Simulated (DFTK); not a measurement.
Ir:

```
Ir
1.0
     0.00000    1.91560    1.91560
     1.91560    0.00000    1.91560
     1.91560    1.91560    0.00000
Ir
1
Direct
  0.00000 0.00000 0.00000
```

Program: DFTK 0.8.2. Alike in all runs: no spin polarisation; cell as given; smearing fermi-dirac 0.05 eV.

Problem. Order these runs on this cell by their pressure, lowest first.
A. level r2SCAN; potentials or basis in-house norm-conserving set (r2SCAN, scalar relativistic); k mesh 11 × 11 × 11; cutoff (eV) 925; SCF solver ScfAndersonSolver
B. level PBE; potentials or basis dojo.nc.sr.pbe.v0_4_1.standard.upf (PBE); k mesh 12 × 12 × 12; cutoff (eV) 1088
C. level PBEsol; potentials or basis SG15 1.2 (PBE); k mesh 12 × 12 × 12; cutoff (eV) 952

Solution. C (-0.3 GPa), A (4.9 GPa), B (10.4 GPa).

Caveats: the potentials were made for another functional, which shifts forces and pressure (some runs).

Not every run made on this cell is shown here.
